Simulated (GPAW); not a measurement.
A run of GPAW 26.7.0:

run.py

```python
from ase import Atoms
from ase.dft.bandgap import bandgap
from ase.io import write
from ase.units import GPa
from gpaw import GPAW, PW, setup_paths

setup_paths.insert(0, '.')

atoms = Atoms(['Bi', 'Bi'],
              cell=[[3.488598, -3.132578, 0.0],
                    [3.488598, 3.132578, 0.0],
                    [-1.260235, 0.0, 3.11355]],
              scaled_positions=[[0.750228, 0.751586, 0.849097],
                                [0.247102, 0.253077, 0.144755]],
              pbc=True)

calc = GPAW(mode=PW(600),
            xc='PBEsol',
            kpts={'size': (6, 6, 9), 'gamma': True},
            occupations={'name': 'fermi-dirac', 'width': 0.05},
            nbands=25,
            convergence={'density': 1e-05, 'energy': 1e-05},
            maxiter=150,
            txt='gpaw.txt')
atoms.calc = calc
energy = atoms.get_potential_energy()
forces = atoms.get_forces()
stress = atoms.get_stress()
calc.write('gs.gpw')
write('result.traj', atoms)
print(f'Energy: {energy:.6f} eV')
print('Forces (eV/A):')
print(forces.round(4))
print('Stress (GPa):', (stress / GPa).round(3))
print('Fermi level:', round(calc.get_fermi_level(), 4), 'eV')
print(f'Gap: {bandgap(calc)[0]:.4f} eV, direct: {bandgap(calc, direct=True)[0]:.4f} eV')
```

Potentials or basis: PAW data sets generated in the run's folder for this functional, pw.

The run is started by

```console
$ gpaw-setup -f PBEsol Bi
$ OMP_NUM_THREADS=1 python run.py
```

Hardware: 1 thread of Arm Neoverse V2 (shared host).

**Question.** Estimate the wall time of this run.

**Answer.** Wall time 120 s on 1 thread of Arm Neoverse V2 (shared host), peak memory 0.35 GiB. Counts: scf iterations 10, plane waves 2286, bands 25, k points 164.
